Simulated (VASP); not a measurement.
# Tl (P6_3/mmc) in VASP: notebook

The runs below take Tl through single point, with PBEsol.

Everything below comes from runs of VASP 6.6.1. Logs are shortened: lines on timing, memory, paths and dates and some standing lists are left out, and cuts for length are marked.

### 1 The crystal as given

Symmetry: P6_3/mmc, No. 194, hexagonal system. Conventional cell: a = 3.456 Å, b = 3.456 Å, c = 5.525 Å, α = 90.00°, β = 90.00°, γ = 120.00°. Tl (site symmetry -6m2) is surrounded by 12 Tl at 3.41 to 3.46 Å.

### 2 Single point, PBEsol

The input, INCAR:

```
PREC = Accurate ; ENCUT = 350
EDIFF = 1E-6 ; ISMEAR = 1
SIGMA = 0.1 ; LREAL = F
LASPH = T ; NELM = 100
ALGO = Normal ; ISIF = 2
LWAVE = F ; LCHARG = F
GGA = PS ; NBANDS = 20
ADDGRID = F
```

The input, KPOINTS:

```
Automatic mesh
0
Gamma
  3 3 2
```

The input, POSCAR:

```
Tl
1.0
    3.4560000000      0.0000000000      0.0000000000
   -1.7280000000      2.9929837955      0.0000000000
    0.0000000000      0.0000000000      5.5250000000
Tl
2
Direct
    0.6666666667      0.3333333333      0.7500000000
    0.3333333333      0.6666666667      0.2500000000
```

Potentials or basis: VASP PAW PBE potentials, release 64 (Tl_d).

Run with:

```console
> cat potpaw_PBE.64/Tl_d/POTCAR > POTCAR
> mpirun -np 1 vasp_std > vasp.out
```

OUTCAR:

```text
PREC = Accurate
   ENCUT = 350
   EDIFF = 1E-6
   ISMEAR = 1
   LREAL = F
   LASPH = T
   NELM = 100
   ISIF = 2
   GGA = PS

 Found      6 irreducible k-points:

 Following reciprocal coordinates:
            Coordinates               Weight
  0.000000  0.000000  0.000000      1.000000
  0.333333  0.000000  0.000000      6.000000
  0.333333  0.333333  0.000000      2.000000
  0.000000  0.000000  0.500000      1.000000
  0.333333  0.000000  0.500000      6.000000
  0.333333  0.333333  0.500000      2.000000
   k-points           NKPTS =      6   k-points in BZ     NKDIM =      6   number of bands    NBANDS=     20
   number of dos      NEDOS =    301   number of ions     NIONS =      2
   total plane-waves  NPLWV =  20736
   dimension x,y,z NGX =    24 NGY =   24 NGZ =   36
   dimension x,y,z NGXF=    48 NGYF=   48 NGZF=   72
   ions per type =               2
   NGX,Y,Z   is equivalent  to a cutoff of  11.54, 11.54, 10.83 a.u.
   NGXF,Y,Z  is equivalent  to a cutoff of  23.09, 23.09, 21.66 a.u.
 SYSTEM =  unknown system
   PREC   = accura    normal or accurate (medium, high low for compatibility)
   ISTART =      0    job   : 0-new  1-cont  2-samecut
   ICHARG =      2    charge: 1-file 2-atom 10-const
   ISPIN  =      1    spin polarized calculation?
   LNONCOLLINEAR =      F non collinear calculations
   LSORBIT =      F    spin-orbit coupling
   LASPH  =      T    aspherical Exc in radial PAW
   ENCUT  =  350.0 eV  25.72 Ry    5.07 a.u.   5.27  5.27  8.43*2*pi/ulx,y,z
   NELM   =    100;   NELMIN=  2; NELMDL= -5     # of ELM steps
   EDIFF  = 0.1E-05   stopping-criterion for ELM
   LREAL  =      F    real-space projection
   EDIFFG = 0.1E-04   stopping-criterion for IOM
   NSW    =      0    number of steps for IOM
   IBRION =     -1    ionic relax: 0-MD 1-quasi-New 2-CG
   NFREE  =      0    steps in history (QN), initial steepest desc. (CG)
   ISIF   =      2    stress and relaxation
   ISYM   =      2    0-nonsym 1-usesym 2-fastsym
   POTIM  = 0.5000    time-step for ionic-motion
   TEBEG  =    0.0;   TEEND  =   0.0 temperature during run
   PSTRESS=    0.0 pullay stress
   NELECT =      26.0000    total number of electrons
   NUPDOWN=      -1.0000    fix difference up-down
   EMIN   =  10.00;   EMAX   =-10.00  energy-range for DOS
   EFERMI =   0.00;   METHOD = LEGACY
   ISMEAR =     1;   SIGMA  =   0.10  broadening in eV -4-tet -1-fermi 0-gaus
   EFERMI_NEDOS =   21; number of points for ismear=-14 and -15
   IALGO  =     38    algorithm
   IMIX   =      4    mixing-type and parameters
     AMIX     =   0.40;   BMIX     =  1.00
     AMIX_MAG =   1.60;   BMIX_MAG =  1.00
  volume/ion in A,a.u.               =      28.57       192.83
  Fermi-wavevector in a.u.,A,eV,Ry     =   1.259107  2.379366 21.569987  1.585349
  Thomas-Fermi vector in A             =   2.392683
   LORBIT       =      0    0 simple, 1 ext, 2 COOP (PROOUT), +10 PAW based schemes
   GGA     = PS    functional components
   LHFCALC =     F    Hartree Fock is set to
   AEXX    =    0.0000 exact exchange contribution
   IVDW    =     0    specifies the selected vdW correction
   LEPSILON=     F    determine dielectric tensor
   LRPA    =     F    only Hartree local field effects (RPA)
 non-spin polarized calculation
 Methfessel and Paxton  Order N= 1 SIGMA  =   0.10
  energy-cutoff  :      350.00
  volume of cell :       57.15
 maximum number of plane-waves:       856
 NGX is ok and might be reduce to    24
   NGX = 11   NGY = 11   NGZ = 17

 number of electron      25.9999998 magnetization

 Free energy of the ion-electron system (eV)
  ---------------------------------------------------
  ext. energy  EPLUGINS =         0.00000000
  ---------------------------------------------------
  free energy    TOTEN  =        -4.54915184 eV

  energy without entropy =       -4.54456122  energy(sigma->0) =       -4.54762163

 E-fermi :   6.2539     XC(G=0): -10.3775

 val. band max:        6.2104306547   @ k =   0.3333   0.0000   0.0000
 cond. band min:       6.5349288729   @ k =   0.3333   0.3333   0.5000
 fundamental gap:      0.3244982182
 Fermi energy:         6.2539289273

 k-point     1 :       0.0000    0.0000    0.0000
  band No.  band energies     occupation
      1      -5.3555      2.00000
      2      -5.1714      2.00000
      3      -5.1714      2.00000
      4      -5.1169      2.00000
      5      -5.1169      2.00000
      6      -5.0982      2.00000
[... 12 lines left out ...]
     19      17.1984      0.00000
     20      17.3126      0.00000

 k-point     2 :       0.3333    0.0000    0.0000
  band No.  band energies     occupation
      1      -5.4569      2.00000
      2      -5.2604      2.00000
      3      -5.2210      2.00000
      4      -5.1104      2.00000
      5      -4.9590      2.00000
      6      -4.8764      2.00000
[... 12 lines left out ...]
     19      15.2506      0.00000
     20      16.7361      0.00000

 k-point     3 :       0.3333    0.3333    0.0000
  band No.  band energies     occupation
      1      -5.3709      2.00000
      2      -5.1490      2.00000
      3      -5.1490      2.00000
      4      -5.0587      2.00000
      5      -5.0332      2.00000
      6      -5.0332      2.00000
[... 12 lines left out ...]
     19      12.9092      0.00000
     20      22.0278      0.00000

 k-point     4 :       0.0000    0.0000    0.5000
  band No.  band energies     occupation
      1      -5.2082      2.00000
      2      -5.2082      2.00000
      3      -5.1927      2.00000
      4      -5.1927      2.00000
      5      -5.1927      2.00000
      6      -5.1927      2.00000
[... 12 lines left out ...]
     19      16.8629      0.00000
     20      16.8629      0.00000

 k-point     5 :       0.3333    0.0000    0.5000
  band No.  band energies     occupation
      1      -5.3515      2.00000
      2      -5.3515      2.00000
      3      -5.2171      2.00000
      4      -5.2171      2.00000
      5      -4.9244      2.00000
      6      -4.9244      2.00000
[... 12 lines left out ...]
     19      15.2697      0.00000
     20      15.2697      0.00000

 k-point     6 :       0.3333    0.3333    0.5000
  band No.  band energies     occupation
      1      -5.2605      2.00000
      2      -5.2605      2.00000
      3      -5.0607      2.00000
      4      -5.0607      2.00000
      5      -4.9964      2.00000
      6      -4.9964      2.00000
[... 12 lines left out ...]
     19      17.2647      0.00000
     20      17.2647      0.00000

------------------------ aborting loop because EDIFF is reached ----------------------------------------

  FORCE on cell =-STRESS in cart. coord.  units (eV):
  Direction    XX          YY          ZZ          XY          YZ          ZX
  --------------------------------------------------------------------------------------
  -------------------------------------------------------------------------------------
  Total       -0.2037507     -0.2037507     -0.3210411      0.0000000     -0.0000000      0.0000000
  in kB       -5.7121469     -5.7121469     -9.0003806      0.0000000     -0.0000000      0.0000000
  external PRESSURE =      -6.8082248 kB  Pullay stress =       0.0000000 kB

 VOLUME and BASIS-vectors are now :
 -----------------------------------------------------------------------------
  energy-cutoff  :      350.00
  volume of cell :       57.15
      direct lattice vectors                 reciprocal lattice vectors
     3.456000000  0.000000000  0.000000000     0.289351852  0.167057370  0.000000000
    -1.728000000  2.992983795  0.000000000     0.000000000  0.334114739  0.000000000
     0.000000000  0.000000000  5.525000000     0.000000000  0.000000000  0.180995475

 POSITION                                       TOTAL-FORCE (eV/Angst)
 -----------------------------------------------------------------------------------
      1.72800      0.99766      4.14375        -0.000000      0.000000      0.000000
     -0.00000      1.99532      1.38125         0.000000     -0.000000      0.000000
 -----------------------------------------------------------------------------------
    total drift:                               -0.000000      0.000000     -0.000000

  FREE ENERGIE OF THE ION-ELECTRON SYSTEM (eV)
  ---------------------------------------------------
  free  energy   TOTEN  =        -4.5491518372 eV

  energy  without entropy=       -4.5445612214  energy(sigma->0) =       -4.54762163
```

Run time: 3.4 s. Hardware: 1 thread of Intel Xeon Platinum 8488C (Sapphire Rapids), shared host; peak memory 0.14 GiB.

These settings aren't checked as converged: the numbers below hold their error.

What came out:

```
Free energy            : -4.5492 eV
Pressure               : -0.7 GPa
Band gap on the k mesh : none (metal or under the smearing width)
```

Caveat: the k mesh is coarse (spacing up to 0.70 Å⁻¹), so the values aren't converged; the PAW data sets were made with another functional, which shifts forces and pressure a little.

### 3 Single point, PBEsol

INCAR, as its differences from that of step 2:

```diff
@@ -1,2 +1,2 @@
-PREC = Accurate ; ENCUT = 350
+PREC = Accurate ; ENCUT = 400
 EDIFF = 1E-6 ; ISMEAR = 1
```

KPOINTS is that of step 2.

POSCAR is that of step 2.

Potentials or basis: VASP PAW PBE potentials, release 64 (Tl_d).

Run with:

```console
> cat potpaw_PBE.64/Tl_d/POTCAR > POTCAR
> mpirun -np 1 vasp_std > vasp.out
```

OUTCAR:

```text
PREC = Accurate
   ENCUT = 400
   EDIFF = 1E-6
   ISMEAR = 1
   LREAL = F
   LASPH = T
   NELM = 100
   ISIF = 2
   GGA = PS

 Found      6 irreducible k-points:

 Following reciprocal coordinates:
            Coordinates               Weight
  0.000000  0.000000  0.000000      1.000000
  0.333333  0.000000  0.000000      6.000000
  0.333333  0.333333  0.000000      2.000000
  0.000000  0.000000  0.500000      1.000000
  0.333333  0.000000  0.500000      6.000000
  0.333333  0.333333  0.500000      2.000000
   k-points           NKPTS =      6   k-points in BZ     NKDIM =      6   number of bands    NBANDS=     20
   number of dos      NEDOS =    301   number of ions     NIONS =      2
   total plane-waves  NPLWV =  20736
   dimension x,y,z NGX =    24 NGY =   24 NGZ =   36
   dimension x,y,z NGXF=    48 NGYF=   48 NGZF=   72
   ions per type =               2
   NGX,Y,Z   is equivalent  to a cutoff of  11.54, 11.54, 10.83 a.u.
   NGXF,Y,Z  is equivalent  to a cutoff of  23.09, 23.09, 21.66 a.u.
 SYSTEM =  unknown system
   PREC   = accura    normal or accurate (medium, high low for compatibility)
   ISTART =      0    job   : 0-new  1-cont  2-samecut
   ICHARG =      2    charge: 1-file 2-atom 10-const
   ISPIN  =      1    spin polarized calculation?
   LNONCOLLINEAR =      F non collinear calculations
   LSORBIT =      F    spin-orbit coupling
   LASPH  =      T    aspherical Exc in radial PAW
   ENCUT  =  400.0 eV  29.40 Ry    5.42 a.u.   5.64  5.64  9.01*2*pi/ulx,y,z
   NELM   =    100;   NELMIN=  2; NELMDL= -5     # of ELM steps
   EDIFF  = 0.1E-05   stopping-criterion for ELM
   LREAL  =      F    real-space projection
   EDIFFG = 0.1E-04   stopping-criterion for IOM
   NSW    =      0    number of steps for IOM
   IBRION =     -1    ionic relax: 0-MD 1-quasi-New 2-CG
   NFREE  =      0    steps in history (QN), initial steepest desc. (CG)
   ISIF   =      2    stress and relaxation
   ISYM   =      2    0-nonsym 1-usesym 2-fastsym
   POTIM  = 0.5000    time-step for ionic-motion
   TEBEG  =    0.0;   TEEND  =   0.0 temperature during run
   PSTRESS=    0.0 pullay stress
   NELECT =      26.0000    total number of electrons
   NUPDOWN=      -1.0000    fix difference up-down
   EMIN   =  10.00;   EMAX   =-10.00  energy-range for DOS
   EFERMI =   0.00;   METHOD = LEGACY
   ISMEAR =     1;   SIGMA  =   0.10  broadening in eV -4-tet -1-fermi 0-gaus
   EFERMI_NEDOS =   21; number of points for ismear=-14 and -15
   IALGO  =     38    algorithm
   IMIX   =      4    mixing-type and parameters
     AMIX     =   0.40;   BMIX     =  1.00
     AMIX_MAG =   1.60;   BMIX_MAG =  1.00
  volume/ion in A,a.u.               =      28.57       192.83
  Fermi-wavevector in a.u.,A,eV,Ry     =   1.259107  2.379366 21.569987  1.585349
  Thomas-Fermi vector in A             =   2.392683
   LORBIT       =      0    0 simple, 1 ext, 2 COOP (PROOUT), +10 PAW based schemes
   GGA     = PS    functional components
   LHFCALC =     F    Hartree Fock is set to
   AEXX    =    0.0000 exact exchange contribution
   IVDW    =     0    specifies the selected vdW correction
   LEPSILON=     F    determine dielectric tensor
   LRPA    =     F    only Hartree local field effects (RPA)
 non-spin polarized calculation
 Methfessel and Paxton  Order N= 1 SIGMA  =   0.10
  energy-cutoff  :      400.00
  volume of cell :       57.15
 maximum number of plane-waves:      1087
 NGX is ok and might be reduce to    24
   NGX = 11   NGY = 11   NGZ = 19

 number of electron      25.9999998 magnetization

 Free energy of the ion-electron system (eV)
  ---------------------------------------------------
  ext. energy  EPLUGINS =         0.00000000
  ---------------------------------------------------
  free energy    TOTEN  =        -4.55045517 eV

  energy without entropy =       -4.54586405  energy(sigma->0) =       -4.54892480

 E-fermi :   6.2543     XC(G=0): -10.3775

 val. band max:        6.2107769702   @ k =   0.3333   0.0000   0.0000
 cond. band min:       6.5351133833   @ k =   0.3333   0.3333   0.5000
 fundamental gap:      0.3243364131
 Fermi energy:         6.2542764580

 k-point     1 :       0.0000    0.0000    0.0000
  band No.  band energies     occupation
      1      -5.3584      2.00000
      2      -5.1748      2.00000
      3      -5.1748      2.00000
      4      -5.1207      2.00000
      5      -5.1207      2.00000
      6      -5.1022      2.00000
[... 12 lines left out ...]
     19      17.1984      0.00000
     20      17.3144      0.00000
[... 93 lines left out ...]
 k-point     6 :       0.3333    0.3333    0.5000
  band No.  band energies     occupation
      1      -5.2638      2.00000
      2      -5.2638      2.00000
      3      -5.0639      2.00000
      4      -5.0639      2.00000
      5      -4.9998      2.00000
      6      -4.9998      2.00000
[... 12 lines left out ...]
     19      17.2645      0.00000
     20      17.2645      0.00000

------------------------ aborting loop because EDIFF is reached ----------------------------------------

  FORCE on cell =-STRESS in cart. coord.  units (eV):
  Direction    XX          YY          ZZ          XY          YZ          ZX
  --------------------------------------------------------------------------------------
  -------------------------------------------------------------------------------------
  Total       -0.0271046     -0.0271046     -0.1457067      0.0000000      0.0000000     -0.0000000
  in kB       -0.7598762     -0.7598762     -4.0848847      0.0000000      0.0000000     -0.0000000
  external PRESSURE =      -1.8682124 kB  Pullay stress =       0.0000000 kB

 VOLUME and BASIS-vectors are now :
 -----------------------------------------------------------------------------
  energy-cutoff  :      400.00
  volume of cell :       57.15
      direct lattice vectors                 reciprocal lattice vectors
     3.456000000  0.000000000  0.000000000     0.289351852  0.167057370  0.000000000
    -1.728000000  2.992983795  0.000000000     0.000000000  0.334114739  0.000000000
     0.000000000  0.000000000  5.525000000     0.000000000  0.000000000  0.180995475

 POSITION                                       TOTAL-FORCE (eV/Angst)
 -----------------------------------------------------------------------------------
      1.72800      0.99766      4.14375         0.000000     -0.000000      0.000000
     -0.00000      1.99532      1.38125        -0.000000      0.000000      0.000000
 -----------------------------------------------------------------------------------
    total drift:                               -0.000000      0.000000     -0.000000

  FREE ENERGIE OF THE ION-ELECTRON SYSTEM (eV)
  ---------------------------------------------------
  free  energy   TOTEN  =        -4.5504551746 eV

  energy  without entropy=       -4.5458640550  energy(sigma->0) =       -4.54892480
```

stdout:

```text
POSCAR found type information on POSCAR Tl
 POSCAR found :  1 types and       2 ions
 scaLAPACK will be used
 -----------------------------------------------------------------------------
|                                                                             |
|                                                                             |
|     You enforced a specific xc type in the INCAR file but a different       |
|     I HOPE YOU KNOW WHAT YOU ARE DOING!                                     |
|                                                                             |
 -----------------------------------------------------------------------------

 LDA part: xc-table for (Slater+PW92), standard interpolation
 POSCAR, INCAR and KPOINTS ok, starting setup
 FFT: planning ... GRIDC
 FFT: planning ... GRID_SOFT
 FFT: planning ... GRID
 WAVECAR not read
 entering main loop
```

Run time: 3.4 s. Hardware: 1 thread of Intel Xeon Platinum 8488C (Sapphire Rapids), shared host; peak memory 0.14 GiB.

These settings aren't checked as converged: the numbers below hold their error.

Results:

| Property | Result |
| --- | --- |
| Free energy | -4.5505 eV |
| Pressure | -0.2 GPa |
| Band gap on the k mesh | none (metal or under the smearing width) |

Caveat: the k mesh is coarse (spacing up to 0.70 Å⁻¹), so the values aren't converged; the PAW data sets were made with another functional, which shifts forces and pressure a little.

### 4 Single point, PBEsol

INCAR, as its differences from that of step 3:

```diff
@@ -1,2 +1,2 @@
-PREC = Accurate ; ENCUT = 400
+PREC = Accurate ; ENCUT = 450
 EDIFF = 1E-6 ; ISMEAR = 1
```

KPOINTS is that of step 3.

POSCAR is that of step 3.

Run with:

```console
> cat potpaw_PBE.64/Tl_d/POTCAR > POTCAR
> mpirun -np 1 vasp_std > vasp.out
```

Wall time 3.7 s (1 thread of Intel Xeon Platinum 8488C (Sapphire Rapids), shared host); peak memory 0.14 GiB.

The run converged, but some of its settings lie outside the range that counts as converged, so its numbers aren't taken as properties of the crystal.

What came out:

| Item | Value |
| --- | --- |
| Free energy | -4.5507 eV |
| Pressure | -0.1 GPa |
| Band gap on the k mesh | none (metal or under the smearing width) |

Caveat: the k mesh is coarse (spacing up to 0.70 Å⁻¹), so the values aren't converged; the PAW data sets were made with another functional, which shifts forces and pressure a little.

(Continued in part 2 of 2.)
